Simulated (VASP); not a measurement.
Set up this calculation in VASP 6.6.1, as the native input.

| Quantity | Value |
| --- | --- |
| Task | single point |
| Functional | PBEsol |
| Potentials or basis | VASP PAW PBE potentials, release 64 (Zn) |
| Cutoff | 520 eV |
| k mesh | 24 × 24 × 24 |
| Occupations | gaussian, width 0.1 eV |
| Spin | no spin polarisation |
| Dipole correction | no |
| Further INCAR settings | ALGO = Fast; EDIFF = 1e-06; NBANDS = 12 |

The structure of Zn lies in POSCAR:

```
Zn
1.0
    1.3644871883      0.7877870455      2.1925944940
   -1.3644871883      0.7877870455      2.1925944940
    0.0000000000     -1.5755740909      2.1925944940
Zn
1
Direct
    0.5000000000      0.5000000000      0.5000000000
```

The cell was built by a generator and needn't be a form met in nature.

One way to write it, as run:

INCAR

```
ALGO = Fast
EDIFF = 1E-6
ENCUT = 520
GGA = PS
ISIF = 2
ISMEAR = 0
LASPH = T
LCHARG = F
LREAL = F
LWAVE = F
NBANDS = 12
NELM = 100
PREC = Accurate
SIGMA = 0.1
```

KPOINTS

```
k-points
0
Gamma
  24 24 24
```

Potentials or basis: VASP PAW PBE potentials, release 64 (Zn).

Command:

```console
$ cat potpaw_PBE.64/Zn/POTCAR > POTCAR
$ mpirun -np 1 vasp_std > vasp.out
```

It gave:

The pressure is 0.5 GPa. The band gap on the k mesh is none (metal or under the smearing width).

Caveat: the PAW data sets were made with another functional, which shifts forces and pressure a little.

It took 68 s on 1 thread of Intel(R) Xeon(R) 6975P-C (Granite Rapids) (shared host), peak memory 0.3 GiB.
